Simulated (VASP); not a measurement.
# EuO (Fm-3m) in VASP: a series of runs, part 2 of 2

VASP 6.6.1. Earlier steps stand in the parts before.

## Step 3: Single point, PBE, collinear spin, ferromagnetic start (15.55 Å³/atom)

This run uses another cell than the first one, of 15.55 Å³/atom.

Contents of INCAR:

```
PREC = Accurate
ENCUT = 600
EDIFF = 1E-6
ISMEAR = 0
SIGMA = 0.05
LREAL = False
LASPH = True
NELM = 200
ALGO = Normal
ISIF = 2
LWAVE = False
LCHARG = False
ISPIN = 2
MAGMOM = 7.22 0
LORBIT = 11
LMAXMIX = 6
GGA = PE
NBANDS = 22
GGA_COMPAT = False
```

Contents of KPOINTS:

```
Automatic mesh
0
Gamma
  12 12 12
```

Contents of POSCAR:

```
EuO
1.0
    0.0000000000      2.4960984211      2.4960984211
    2.4960984211      0.0000000000      2.4960984211
    2.4960984211      2.4960984211      0.0000000000
Eu O
1 1
Direct
    0.0000000000      0.0000000000      0.0000000000
    0.5000000000      0.5000000000      0.5000000000
```

Potentials or basis: VASP PAW PBE potentials, release 64 (Eu, O).

Command:

```bash
> cat potpaw_PBE.64/Eu/POTCAR potpaw_PBE.64/O/POTCAR > POTCAR
> mpirun -np 1 vasp_std > vasp.out
```

OUTCAR:

```text
PREC = Accurate
   ENCUT = 600
   EDIFF = 1E-6
   ISMEAR = 0
   LREAL = False
   LASPH = True
   NELM = 200
   ISIF = 2
   ISPIN = 2
   LORBIT = 11
   GGA = PE

 ion  position               nearest neighbor table
   1  0.000  0.000  0.000-   2 2.50   2 2.50   2 2.50   2 2.50   2 2.50   2 2.50
   2  0.500  0.500  0.500-   1 2.50   1 2.50   1 2.50   1 2.50   1 2.50   1 2.50

  LATTYP: Found a face centered cubic cell.
 ALAT       =     4.9921968422

  Lattice vectors:

 A1 = (   0.0000000000,   2.4960984211,   2.4960984211)
 A2 = (   2.4960984211,   0.0000000000,   2.4960984211)
 A3 = (   2.4960984211,   2.4960984211,   0.0000000000)

Analysis of symmetry for initial positions (statically):
=====================================================================
 Subroutine PRICEL returns:
 Original cell was already a primitive cell.

 Routine SETGRP: Setting up the symmetry group for a
 face centered cubic supercell.

 Subroutine GETGRP returns: Found 48 space group operations
 (whereof 48 operations were pure point group operations)
 out of a pool of 48 trial point group operations.

The static configuration has the point symmetry O_h .

Analysis of symmetry for dynamics (positions and initial velocities):
=====================================================================
 Subroutine PRICEL returns:
 Original cell was already a primitive cell.

 Routine SETGRP: Setting up the symmetry group for a
 face centered cubic supercell.

 Subroutine GETGRP returns: Found 48 space group operations
 (whereof 48 operations were pure point group operations)
 out of a pool of 48 trial point group operations.

The dynamic configuration has the point symmetry O_h .

Analysis of structural, dynamic, and magnetic symmetry:
=====================================================================
 Subroutine PRICEL returns:
 Original cell was already a primitive cell.

[... 150 lines left out ...]
  ---------------------------------------------------
  free energy    TOTEN  =       -22.02590479 eV

  energy without entropy =      -22.02378995  energy(sigma->0) =      -22.02484737

 E-fermi :   5.2715     XC(G=0): -11.3631

 val. band max:        5.2661872147   @ k =  -0.0833   0.0833   0.0000
 cond. band min:       5.2833891515   @ k =   0.3333   0.3333   0.0000
 fundamental gap:      0.0172019368
 Fermi energy:         5.2714901482

 spin component 1

 k-point     1 :       0.0000    0.0000    0.0000
  band No.  band energies     occupation
      1     -36.2223      1.00000
      2     -14.4983      1.00000
      3     -14.4983      1.00000
      4     -14.4983      1.00000
      5     -13.7897      1.00000
      6       1.1495      1.00000
[... 589 lines left out ...]
     21      14.4417      0.00000
     22      15.9045      0.00000

 [... further k-points ...]

 spin component 2

 k-point     1 :       0.0000    0.0000    0.0000
  band No.  band energies     occupation
      1     -33.2075      1.00000
      2     -13.8470      1.00000
      3     -12.2164      1.00000
      4     -12.2164      1.00000
      5     -12.2164      1.00000
      6       1.2587      1.00000
[... 589 lines left out ...]
     21      15.8999      0.00000
     22      17.2454      0.00000

 [... further k-points ...]

------------------------ aborting loop because EDIFF is reached ----------------------------------------

  FORCE on cell =-STRESS in cart. coord.  units (eV):
  Direction    XX          YY          ZZ          XY          YZ          ZX
  --------------------------------------------------------------------------------------
  -------------------------------------------------------------------------------------
  Total        0.7856753      0.7856753      0.7856753      0.0000000      0.0000000     -0.0000000
  in kB       40.4705024     40.4705024     40.4705024      0.0000000      0.0000000     -0.0000000
  external PRESSURE =      40.4705024 kB  Pullay stress =       0.0000000 kB

 VOLUME and BASIS-vectors are now :
 -----------------------------------------------------------------------------
  energy-cutoff  :      600.00
  volume of cell :       31.10
      direct lattice vectors                 reciprocal lattice vectors
     0.000000000  2.496098421  2.496098421    -0.200312614  0.200312614  0.200312614
     2.496098421  0.000000000  2.496098421     0.200312614 -0.200312614  0.200312614
     2.496098421  2.496098421  0.000000000     0.200312614  0.200312614 -0.200312614

 POSITION                                       TOTAL-FORCE (eV/Angst)
 -----------------------------------------------------------------------------------
      0.00000      0.00000      0.00000         0.000000     -0.000000      0.000000
      2.49610      2.49610      2.49610        -0.000000      0.000000     -0.000000
 -----------------------------------------------------------------------------------
    total drift:                                0.000000      0.000000      0.000000

  FREE ENERGIE OF THE ION-ELECTRON SYSTEM (eV)
  ---------------------------------------------------
  free  energy   TOTEN  =       -22.0259047866 eV

  energy  without entropy=      -22.0237899506  energy(sigma->0) =      -22.02484737

 total charge

# of ion       s       p       d       f       tot
--------------------------------------------------
    1        2.035   5.773   0.464   6.584  14.855
    2        1.554   3.427   0.000   0.000   4.980
--------------------------------------------------
tot          3.588   9.199   0.464   6.584  19.835

 magnetization (x)

# of ion       s       p       d       f       tot
--------------------------------------------------
    1       -0.012  -0.103   0.153   6.518   6.556
    2       -0.005  -0.092   0.000   0.000  -0.097
--------------------------------------------------
tot         -0.017  -0.195   0.153   6.518   6.459
```

OSZICAR:

```text
N       E                     dE             d eps       ncg     rms          rms(c)
DAV:   1     0.156960718760E+03    0.15696E+03   -0.96240E+03  8684   0.554E+03
DAV:   2     0.551039063525E+00   -0.15641E+03   -0.13452E+03  8628   0.427E+02
DAV:   3    -0.185952983187E+02   -0.19146E+02   -0.18624E+02  8812   0.124E+02
DAV:   4    -0.209570387578E+02   -0.23617E+01   -0.23347E+01 11942   0.271E+01
DAV:   5    -0.210240176807E+02   -0.66979E-01   -0.66912E-01  9782   0.654E+00    0.318E+01
DAV:   6    -0.231102175126E+02   -0.20862E+01   -0.14047E+01  9604   0.691E+01    0.295E+01
DAV:   7    -0.219844259523E+02    0.11258E+01   -0.46260E+00 10024   0.616E+01    0.199E+01
DAV:   8    -0.220344228615E+02   -0.49997E-01   -0.37653E-01 10064   0.710E+00    0.109E+01
DAV:   9    -0.220285267972E+02    0.58961E-02   -0.70318E-02 11554   0.377E+00    0.431E+00
DAV:  10    -0.220322482723E+02   -0.37215E-02   -0.34449E-02 10768   0.331E+00    0.195E+00
DAV:  11    -0.220259114097E+02    0.63369E-02   -0.18374E-02  9184   0.235E+00    0.756E-01
DAV:  12    -0.220259016120E+02    0.97977E-05   -0.30397E-03 10484   0.933E-01    0.416E-01
DAV:  13    -0.220258988388E+02    0.27732E-05   -0.39468E-04 10776   0.317E-01    0.211E-01
DAV:  14    -0.220259028503E+02   -0.40115E-05   -0.71752E-05 11284   0.108E-01    0.796E-02
DAV:  15    -0.220259076842E+02   -0.48339E-05   -0.16594E-05  9694   0.691E-02    0.570E-02
DAV:  16    -0.220259049343E+02    0.27499E-05   -0.18585E-05  8560   0.743E-02    0.161E-02
DAV:  17    -0.220259047866E+02    0.14762E-06   -0.76481E-07  5346   0.127E-02
   1 F= -.22025905E+02 E0= -.22024847E+02  d E =-.211484E-02  mag=     6.9172
```

It took 2.2 min on 1 thread of Intel Xeon Platinum 8488C (Sapphire Rapids), shared host; peak memory 0.26 GiB.

What came out:

```
Free energy                                           : -22.0259 eV
Pressure                                              : 4.0 GPa
Net moment                                            : 6.92 μB per cell
Site moments                                          : Eu +6.56; O -0.10 μB
Valence electrons inside the program's atomic spheres : Eu 14.86; O 4.98
```

Levels at points of the mesh, in eV from the Fermi level:
Spin up:
```
           k point  band 12  band 13  band 14  band 15  band 16  band 17  band 18  band 19
(0.00, 0.00, 0.00)    -0.25     0.04     0.11     0.11     0.11     1.61     1.61     1.61
(0.50, 0.00, 0.00)    -0.30    -0.30    -0.28    -0.24     2.42     4.67     4.67     5.33
(0.50, 0.50, 0.00)    -0.40    -0.40    -0.31    -0.01    -0.01     3.90     6.12     7.13
```
Spin down:
```tsv
k point	band 5	band 6	band 7	band 8	band 9	band 10	band 11	band 12
(0.00, 0.00, 0.00)	-17.49	-4.01	-4.01	-4.01	1.16	2.73	2.73	2.73
(0.50, 0.00, 0.00)	-16.18	-6.14	-5.24	-5.24	3.25	3.64	4.07	4.07
(0.50, 0.50, 0.00)	-18.03	-3.87	-3.87	-3.82	-0.50	4.13	4.20	4.34
```

Caveat: the cell stands under pressure; spin-orbit coupling is left out, which moves the levels of the heavy elements; a cell with one magnetic atom can't hold antiferromagnetic order, which such compounds often take; semilocal functionals describe open f shells poorly, which spoils levels, moments and volumes.

## Step 4: Single point, PBE, collinear spin, ferromagnetic start (15.88 Å³/atom)

This run uses another cell than the first one, of 15.88 Å³/atom.

Contents of INCAR:

```
PREC = Accurate ; ENCUT = 600
EDIFF = 1E-6 ; ISMEAR = 0
SIGMA = 0.05 ; LREAL = F
LASPH = T ; NELM = 200
ALGO = Normal ; ISIF = 2
LWAVE = F ; LCHARG = F
ISPIN = 2 ; MAGMOM = 7.24 0
LORBIT = 11 ; LMAXMIX = 6
GGA = PE ; NBANDS = 22
GGA_COMPAT = F
```

Contents of KPOINTS:

```
regular mesh
0
Gamma
  12 12 12
```

Contents of POSCAR:

```
EuO
1.0
    0.0000000000      2.5133134370      2.5133134370
    2.5133134370      0.0000000000      2.5133134370
    2.5133134370      2.5133134370      0.0000000000
Eu O
1 1
Direct
    0.0000000000      0.0000000000      0.0000000000
    0.5000000000      0.5000000000      0.5000000000
```

Command:

```bash
> cat potpaw_PBE.64/Eu/POTCAR potpaw_PBE.64/O/POTCAR > POTCAR
> mpirun -np 1 vasp_std > vasp.out
```

It took 2.2 min on 1 thread of Intel Xeon Platinum 8488C (Sapphire Rapids), shared host; peak memory 0.26 GiB.

It converged, with:

```
Free energy                                           : -22.0387 eV
Pressure                                              : 1.9 GPa
Net moment                                            : 6.94 μB per cell
Site moments                                          : Eu +6.57; O -0.10 μB
Valence electrons inside the program's atomic spheres : Eu 14.84; O 4.97
```

Levels at points of the mesh, in eV from the Fermi level:
Spin up:
| k point | band 12 | band 13 | band 14 | band 15 | band 16 | band 17 | band 18 | band 19 |
| --- | --- | --- | --- | --- | --- | --- | --- | --- |
| (0.00, 0.00, 0.00) | -0.25 | -0.10 | 0.10 | 0.10 | 0.10 | 1.59 | 1.59 | 1.59 |
| (0.50, 0.00, 0.00) | -0.29 | -0.29 | -0.28 | -0.24 | 2.36 | 4.57 | 4.57 | 5.16 |
| (0.50, 0.50, 0.00) | -0.39 | -0.39 | -0.30 | -0.02 | -0.02 | 3.76 | 6.01 | 6.98 |
Spin down:
```csv
k point,band 5,band 6,band 7,band 8,band 9,band 10,band 11,band 12
"(0.00, 0.00, 0.00)",-17.53,-3.98,-3.98,-3.98,1.03,2.72,2.72,2.72
"(0.50, 0.00, 0.00)",-16.25,-6.07,-5.16,-5.16,3.19,3.66,4.09,4.09
"(0.50, 0.50, 0.00)",-18.04,-3.86,-3.86,-3.85,-0.43,4.14,4.22,4.35
```

Caveat: spin-orbit coupling is left out, which moves the levels of the heavy elements; a cell with one magnetic atom can't hold antiferromagnetic order, which such compounds often take; semilocal functionals describe open f shells poorly, which spoils levels, moments and volumes. With open d or f shells a metallic result of PBE can be an artefact of self-interaction; +U or a hybrid may open a gap.

## Step 5: Single point, PBE, collinear spin, ferromagnetic start (16.20 Å³/atom)

Contents of INCAR:

```
SYSTEM = EuO
PREC = Accurate ; ENCUT = 600
EDIFF = 1E-6 ; ISMEAR = 0
SIGMA = 0.05 ; LREAL = .FALSE.
LASPH = .TRUE. ; NELM = 200
ALGO = Normal ; ISIF = 2
LWAVE = .FALSE. ; LCHARG = .TRUE.
ISPIN = 2 ; MAGMOM = 7.26 0
LORBIT = 11 ; LMAXMIX = 6
GGA = PE ; LELF = .TRUE.
LVHAR = .TRUE. ; NBANDS = 22
GGA_COMPAT = .FALSE.
```

Contents of KPOINTS:

```
Automatic mesh
0
G
  12 12 12
  0 0 0
```

Contents of POSCAR:

```
EuO
1.0
    0.0000000000      2.5302957997      2.5302957997
    2.5302957997      0.0000000000      2.5302957997
    2.5302957997      2.5302957997      0.0000000000
Eu O
1 1
Direct
    0.0000000000      0.0000000000      0.0000000000
    0.5000000000      0.5000000000      0.5000000000
```

Command:

```bash
> cat potpaw_PBE.64/Eu/POTCAR potpaw_PBE.64/O/POTCAR > POTCAR
> mpirun -np 1 vasp_std > vasp.out
```

It took 3.7 min on 1 thread of Intel Xeon Platinum 8488C (Sapphire Rapids), shared host; peak memory 0.28 GiB.

The run converged. Its results:

| Property | Result |
| --- | --- |
| Free energy | -22.0429 eV |
| Pressure | -0.2 GPa |
| Net moment | 6.95 μB per cell |
| Site moments | Eu +6.58; O -0.10 μB |
| Valence electrons inside the program's atomic spheres | Eu 14.83; O 4.96 |

Levels at points of the mesh, in eV from the Fermi level:
Spin up:
```tsv
k point	band 11	band 12	band 13	band 14	band 15	band 16	band 17	band 18	band 19	band 20
(0.00, 0.00, 0.00)	-0.25	-0.25	-0.20	0.09	0.09	0.09	1.60	1.60	1.60	3.95
(0.50, 0.00, 0.00)	-0.52	-0.29	-0.29	-0.28	-0.24	2.31	4.50	4.50	5.02	7.98
(0.50, 0.50, 0.00)	-0.41	-0.38	-0.38	-0.30	-0.03	-0.03	3.64	5.92	6.85	6.85
```
Spin down:
```tsv
k point	band 4	band 5	band 6	band 7	band 8	band 9	band 10	band 11	band 12	band 13
(0.00, 0.00, 0.00)	-17.55	-17.55	-3.93	-3.93	-3.93	0.92	2.72	2.72	2.72	3.62
(0.50, 0.00, 0.00)	-17.66	-16.30	-5.99	-5.07	-5.07	3.15	3.67	4.11	4.11	4.52
(0.50, 0.50, 0.00)	-18.04	-18.04	-3.85	-3.83	-3.83	-0.37	4.15	4.23	4.37	4.37
```

Caveat: spin-orbit coupling is left out, which moves the levels of the heavy elements; a cell with one magnetic atom can't hold antiferromagnetic order, which such compounds often take; semilocal functionals describe open f shells poorly, which spoils levels, moments and volumes. The state reached can hang on the start; a lower one may exist.

## Step 6: Overview

```csv
spin,cell,gap on the mesh (eV),pressure (GPa),moment (μB)
off,"a = 3.578 Å, angles 60.0°, 2 atoms",none,-13.3,-
"collinear, ferromagnetic start","a = 3.530 Å, angles 60.0°, 2 atoms",none,4.0,6.92
"collinear, ferromagnetic start","a = 3.554 Å, angles 60.0°, 2 atoms",none,1.9,6.94
"collinear, ferromagnetic start","a = 3.578 Å, angles 60.0°, 2 atoms",none,-0.2,6.95
```

Alike in all rows: task single point; level PBE; potentials or basis VASP PAW PBE potentials, release 64 (Eu, O); k mesh 12 × 12 × 12; cutoff (eV) 600; smearing gaussian 0.05 eV.

Caveats: spin-orbit coupling is left out, which moves the levels of the heavy elements; semilocal functionals describe open f shells poorly, which spoils levels, moments and volumes; a cell with one magnetic atom can't hold antiferromagnetic order, which such compounds often take (at least some runs); the cell stands under tension (at least some runs); an odd number of electrons without spin polarisation forces a metal (at least some runs); a magnetic or distorted state may lie lower (at least some runs); the cell stands under pressure (at least some runs).

Total energies depend on the potentials used, so only differences within one code and one set of settings carry meaning.

## Step 7: Comparison with measurements

Step 5. Against the measured gap of EuO, 1.115 eV (optical; 300 K; a printed reference work, monograph), the calculated 0.00 eV is off by -1.11 eV. So large a miss can be the level of theory's own, or it may mean another phase, state or a wrong row. Spin-orbit coupling on Eu is left out. The value is that of PBE on a finite k mesh, which can miss the band edges, without temperature or zero-point motion. Semilocal functionals fall short of measured gaps as a rule. The run's magnetic order (collinear spin, ferromagnetic start) needn't be the measured crystal's.
